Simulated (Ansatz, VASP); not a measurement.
## Cross-check of Si10H2O (OH-terminated Si(111)) between VASP and Ansatz

Aim: how closely do two programs agree when they are given the same cell, functional and k mesh? The structure shown is the end of the VASP relaxation below.

Main program and level: Ansatz 0.2.0; plane waves, with VASP 6.6.1 beside it; single point at PBE and band structure at PBE.

## 1. The structure

The cell holds 13 atoms: 10 Si, 2 H and 1 O. Cell: a = 3.868 Å, b = 3.868 Å, c = 33.081 Å, α = 90.0°, β = 90.0°, γ = 60.0°. It derives from Si. As first built, before any earlier steps moved the atoms (in the runner's words): 10 layers of Si at this functional's lattice, OH on top and H below. Vacuum lies along c.

## 2. VASP: relaxation, PBE

This run makes the geometry at which the two programs are then compared.

Lines of VASP's logs that name or quote its potential files are left out, and so is its time.

INCAR reads:

```
SYSTEM = Si10H2O
PREC = Normal
ENCUT = 440
EDIFF = 1E-05
NELM = 120
ISMEAR = 0
SIGMA = 0.03
LREAL = Auto
ALGO = Fast
GGA = PE
NBANDS = 37
LORBIT = 11
LWAVE = .FALSE.
LCHARG = .FALSE.
KPAR = 4
IBRION = 1
NSW = 60
ISIF = 2
EDIFFG = -0.03
POTIM = 0.3
MAXMIX = 40
IDIPOL = 3
LDIPOL = .TRUE.
DIPOL = 0.5 0.5 0.51
```

POSCAR reads:

```
Si10H2O
1.0
    3.8676508603      0.0000000000      0.0000000000
    1.9338254302      3.3494838980      0.0000000000
    0.0000000000      0.0000000000     33.0811757406
Si H O
10 2 1
Direct
    0.3356555756      0.3333368437      0.2872681895
    0.6692618222      0.6667471356      0.3103742526
    0.6708025008      0.6665791714      0.3819872494
    0.0042503414      0.9996807481      0.4059750416
    0.0054338870      0.9989423016      0.4773447331
    0.3391170561      0.3323850204      0.5010842790
    0.3447180975      0.3282844933      0.5726162168
    0.6789999922      0.6610593672      0.5965294695
    0.6754981007      0.6565525146      0.6681868759
    0.0085948820      0.9893335860      0.6915676725
    0.3363486411      0.3332045764      0.2419152041
    0.1486900145      0.0662274183      0.7568299832
    0.9946440891      0.9676668235      0.7425539229
```

KPOINTS reads:

```
Automatic mesh
0
Gamma
9 9 1
0 0 0
```

Potentials, in the order of the species: Si, H and O (PBE family, release 64).

Command:

```bash
$ mpirun -np 4 vasp_std
```

Numbers of over 12 decimals in the logs are rounded to 6 here.

Log:

```text
[banner, memory and clock lines left out]
running    4 mpi-ranks, on    1 nodes
 distrk:  each k-point on    1 cores,    4 groups
 distr:  one band on    1 cores,    1 groups

 POSCAR found type information on POSCAR SiH O
 POSCAR found :  3 types and      13 ions
 LDA part: xc-table for (Slater+PW92), standard interpolation
 POSCAR, INCAR and KPOINTS ok, starting setup
 FFT: planning ... GRIDC
 FFT: planning ... GRID_SOFT
 FFT: planning ... GRID
 WAVECAR not read
 entering main loop
       N       E                     dE             d eps       ncg     rms          rms(c)
DAV:   1     0.206630179408E+03    0.20663E+03   -0.15557E+04  3034   0.876E+02
DAV:   2    -0.463107922646E+02   -0.25294E+03   -0.24010E+03  4262   0.178E+02
DAV:   3    -0.708143605473E+02   -0.24504E+02   -0.24181E+02  3638   0.569E+01
DAV:   4    -0.716055408707E+02   -0.79118E+00   -0.78860E+00  4060   0.117E+01
DAV:   5    -0.716368473755E+02   -0.31307E-01   -0.31297E-01  4149   0.228E+00    0.139E+01
RMM:   6    -0.692106126909E+02    0.24262E+01   -0.82528E+00  3037   0.101E+01    0.742E+00
RMM:   7    -0.688897188311E+02    0.32089E+00   -0.12185E+00  3045   0.422E+00    0.343E+00
RMM:   8    -0.688086953476E+02    0.81023E-01   -0.33587E-01  3124   0.231E+00    0.415E-01
RMM:   9    -0.688114018237E+02   -0.27065E-02   -0.68455E-02  3498   0.994E-01    0.354E-01
RMM:  10    -0.688105511167E+02    0.85071E-03   -0.10817E-02  3400   0.379E-01    0.223E-01
RMM:  11    -0.688096295908E+02    0.92153E-03   -0.38187E-03  3073   0.228E-01    0.569E-02
RMM:  12    -0.688097041799E+02   -0.74589E-04   -0.14052E-03  3190   0.124E-01    0.332E-02
RMM:  13    -0.688103005061E+02   -0.59633E-03   -0.99167E-04  3075   0.971E-02    0.326E-02
RMM:  14    -0.688105580067E+02   -0.25750E-03   -0.28682E-04  3202   0.538E-02    0.126E-02
RMM:  15    -0.688111133088E+02   -0.55530E-03   -0.97292E-05  2824   0.352E-02    0.622E-03
RMM:  16    -0.688112266616E+02   -0.11335E-03   -0.27450E-05  2313   0.182E-02    0.455E-03
RMM:  17    -0.688113652778E+02   -0.13862E-03   -0.92128E-06  2084   0.118E-02    0.308E-03
RMM:  18    -0.688113969191E+02   -0.31641E-04   -0.22941E-06  1949   0.619E-03    0.231E-03
RMM:  19    -0.688114233183E+02   -0.26399E-04   -0.23733E-06  1905   0.524E-03    0.668E-04
RMM:  20    -0.688114276858E+02   -0.43676E-05   -0.27134E-07  1262   0.289E-03
   1 F= -.68811428E+02 E0= -.68811428E+02  d E =-.688114E+02
[...]
2 F= -.68811902E+02 E0= -.68811902E+02  d E =-.473937E-03
[...]
3 F= -.68812008E+02 E0= -.68812008E+02  d E =-.106794E-03
 BRION: g(F)=  0.976E-04 g(S)=  0.000E+00 retain N=  2 mean eig= 0.78
 eig:   1.219  0.343
 bond charge predicted
       N       E                     dE             d eps       ncg     rms          rms(c)
DAV:   1    -0.688120421987E+02   -0.42602E-04   -0.23847E-03  3583   0.243E-01    0.165E-02
RMM:   2    -0.688120465355E+02   -0.43369E-05   -0.10894E-04  2651   0.457E-02    0.772E-03
RMM:   3    -0.688120473191E+02   -0.78360E-06   -0.16634E-05  2017   0.192E-02
   4 F= -.68812047E+02 E0= -.68812047E+02  d E =-.389020E-04
 BRION: g(F)=  0.669E-04 g(S)=  0.000E+00 retain N=  3 mean eig= 2.04
 eig:   4.899  1.216  0.006
 reached required accuracy - stopping structural energy minimisation
```

OUTCAR, selected parts (step 2):

```text
ion  position               nearest neighbor table
   1  0.336  0.333  0.287-  11 1.50   2 2.36   2 2.36   2 2.36
   2  0.669  0.667  0.310-   1 2.36   1 2.36   1 2.36   3 2.37
   3  0.671  0.667  0.382-   2 2.37   4 2.37   4 2.37   4 2.37
   4  0.004  1.000  0.406-   5 2.36   3 2.37   3 2.37   3 2.37
   5  0.005  0.999  0.477-   4 2.36   6 2.37   6 2.37   6 2.37
   6  0.339  0.332  0.501-   5 2.37   7 2.37   5 2.37   5 2.37
   7  0.345  0.328  0.573-   8 2.37   6 2.37   8 2.37   8 2.37
   8  0.679  0.661  0.597-   7 2.37   7 2.37   9 2.37   7 2.37
   9  0.675  0.657  0.668-  10 2.36  10 2.36  10 2.36   8 2.37
  10  0.009  0.989  0.692-  13 1.69   9 2.36   9 2.36   9 2.36
  11  0.336  0.333  0.242-   1 1.50
  12  0.149  0.066  0.757-  13 0.97
  13  0.995  0.968  0.743-  12 0.97  10 1.69

  LATTYP: Found a hexagonal cell.
 ALAT       =     3.8676508603
 C/A-ratio  =     8.5532993890

 Subroutine GETGRP returns: Found  1 space group operations
 (whereof  1 operations were pure point group operations)

The static configuration has the point symmetry C_1 .

 Found     41 irreducible k-points:

   k-points           NKPTS =     41   k-points in BZ     NKDIM =     41   number of bands    NBANDS=     37

   dimension x,y,z NGX =    20 NGY =   20 NGZ =  180
   dimension x,y,z NGXF=    40 NGYF=   40 NGZF=  360

   ENCUT  =  440.0 eV  32.34 Ry    5.69 a.u.   6.62  6.62 56.58*2*pi/ulx,y,z

   NELECT =      48.0000    total number of electrons

 k-points in reciprocal lattice and weights: Automatic mesh
   0.00000000  0.00000000  0.00000000       0.012
   0.11111111 -0.00000000  0.00000000       0.025
   0.11111111  0.11111111  0.00000000       0.025
   0.00000000  0.11111111  0.00000000       0.025
   0.22222222  0.00000000  0.00000000       0.025
   0.22222222  0.22222222  0.00000000       0.025
   0.00000000  0.22222222  0.00000000       0.025
   0.33333333 -0.00000000  0.00000000       0.025
   0.33333333  0.33333333  0.00000000       0.025
[...]
0.44444444 -0.33333333  0.00000000       0.025
  -0.33333333  0.33333333  0.00000000       0.025

 dipolmoment           0.000000      0.000000     -0.018658 electrons x Angstroem

 average (electrostatic) potential at core
       1 -88.5032       2 -88.4951       3 -88.5764       4 -88.5730       5 -88.5753
       6 -88.5797       7 -88.5710       8 -88.5966       9 -88.2604      10 -88.8830
      11 -36.0389      12 -39.8907      13 -75.6850

 E-fermi :   0.7671

 k-point     1 :       0.0000    0.0000    0.0000
  band No.  band energies     occupation
    ...
     20      -0.0667      2.00000
     21       0.2457      2.00000
     22       0.2906      2.00000
     23       0.4862      2.00000
     24       0.5667      2.00000
     25       1.9464      0.00000
     26       2.0932      0.00000
     27       2.3221      0.00000
     28       2.6730      0.00000
     29       2.9809      0.00000
    ...

 k-point     2 :       0.1111   -0.0000    0.0000
  band No.  band energies     occupation
    ...
     20      -0.4647      2.00000
     21      -0.3213      2.00000
     22      -0.2050      2.00000
     23       0.0785      2.00000
     24       0.3426      2.00000
     25       2.3556      0.00000
     26       2.7258      0.00000
     27       2.7732      0.00000
     28       2.9574      0.00000
     29       3.2663      0.00000
    ...

 k-point     3 :       0.1111    0.1111    0.0000
  band No.  band energies     occupation
    ...
     20      -0.4772      2.00000
     21      -0.2972      2.00000
     22      -0.2432      2.00000
     23       0.1038      2.00000
     24       0.3963      2.00000
     25       2.3907      0.00000
     26       2.7181      0.00000
     27       2.7686      0.00000
     28       2.9527      0.00000
     29       3.2574      0.00000
    ...

  Total       -0.2486471     -0.1770451     -0.3814232     -0.0874558      0.0973214     -0.1804785
  in kB       -0.9295823     -0.6618941     -1.4259739     -0.3269588      0.3638420     -0.6747301
  external PRESSURE =      -1.0058168 kB  Pullay stress =       0.0000000 kB

  energy-cutoff  :      440.00
  volume of cell :      428.55
      direct lattice vectors                 reciprocal lattice vectors
     3.867650860  0.000000000  0.000000000     0.258554879 -0.149276729  0.000000000
     1.933825430  3.349483898  0.000000000     0.000000000  0.298553458  0.000000000
     0.000000000  0.000000000 33.081175741     0.000000000  0.000000000  0.030228672

 POSITION                                       TOTAL-FORCE (eV/Angst)
 -----------------------------------------------------------------------------------
      1.94340      1.11661      9.50629         0.001878     -0.001505      0.008160
      3.87763      2.23290     10.26865         0.001103     -0.001914      0.006317
      3.88227      2.23222     12.63605        -0.005468     -0.003301     -0.005544
      1.94995      3.34841     13.42706        -0.003289     -0.002181     -0.017080
      1.95344      3.34602     15.79039         0.002125     -0.005494     -0.009895
      1.95411      1.11226     16.57748         0.000919     -0.006594      0.004408
      1.96858      1.09913     18.94368        -0.000603      0.000448      0.005573
      3.90391      2.21486     19.73358        -0.001111      0.002019     -0.000695
      3.88384      2.20030     22.10341         0.007556      0.003383     -0.006119
      1.94608      3.31300     22.87955         0.006176      0.001775     -0.000485
      1.94534      1.11594      8.00142         0.000955     -0.001856      0.008194
      0.70248      0.22265     25.03671        -0.025164      0.003490     -0.009301
      5.71783      3.24159     24.56396         0.014922      0.011728      0.016468
 -----------------------------------------------------------------------------------
    total drift:                               -0.022193      0.026431     -0.000682

  FREE ENERGIE OF THE ION-ELECTRON SYSTEM (eV)
  ---------------------------------------------------
  free  energy   TOTEN  =       -68.8120473191 eV

  energy  without entropy=      -68.8120473191  energy(sigma->0) =      -68.81204732

 reached required accuracy - stopping structural energy minimisation

 vacuum level on the upper side and lower side of the slab         4.719         4.976

 total charge
# of ion       s       p       d       tot
------------------------------------------
    1        0.742   0.957   0.000   1.699
    2        0.746   0.945   0.000   1.691
    3        0.749   0.930   0.000   1.679
    4        0.750   0.929   0.000   1.679
    5        0.750   0.930   0.000   1.680
    6        0.750   0.928   0.000   1.679
    7        0.751   0.928   0.000   1.679
    8        0.750   0.926   0.000   1.675
    9        0.753   0.957   0.000   1.710
   10        0.733   0.908   0.000   1.641
   11        0.558   0.013   0.000   0.571
   12        0.608   0.117   0.000   0.726
   13        1.573   3.595   0.000   5.168
--------------------------------------------------
tot         10.214  13.063   0.000  23.277

[... 3 further parts left out ...]
```

CONTCAR:

```
Si10H2O
   1.00000000000000
     3.8676508602999999    0.0000000000000000    0.0000000000000000
     1.9338254302000000    3.3494838979999999    0.0000000000000000
     0.0000000000000000    0.0000000000000000   33.0811757406000027
  Si              H               O
    10     2     1
Direct
     0.3357920568313684    0.3333668005932688    0.2873626669383439
     0.6692615894980545    0.6666386607517241    0.3104077398464246
     0.6705605194788768    0.6664383443926588    0.3819709086846239
     0.0043281208832276    0.9996794448350248    0.4058822203790194
     0.0055891693464528    0.9989653176241567    0.4773225918360080
     0.3392087650120454    0.3320702767445819    0.5011151977639933
     0.3449122112414454    0.3281487165704091    0.5726423015317585
     0.6787489065860813    0.6612537105935439    0.5965198139573225
     0.6757332013034731    0.6569065018664382    0.6681567738411563
     0.0086152442771688    0.9891063745408833    0.6916183215029611
     0.3363938653350057    0.3331668525412895    0.2418721844477868
     0.1483927198291227    0.0664722823627425    0.7568266052931382
     0.9944786305776749    0.9677867166832800    0.7425357640774530
```

(Part 1 of 3 ends here.)

[Lines on the potential files, build, host, timing and source positions are cut from VASP's logs without a mark.]

[Logs are printed without paths, hosts, clocks, repeated set-up lines and the standing remarks that a program may print on its own settings, such as how far it seeks lower states.]

[Hosts, paths, dates, database ids (printed as entryN), source tags and the programs' standing remarks are cut or masked in the printed files.]
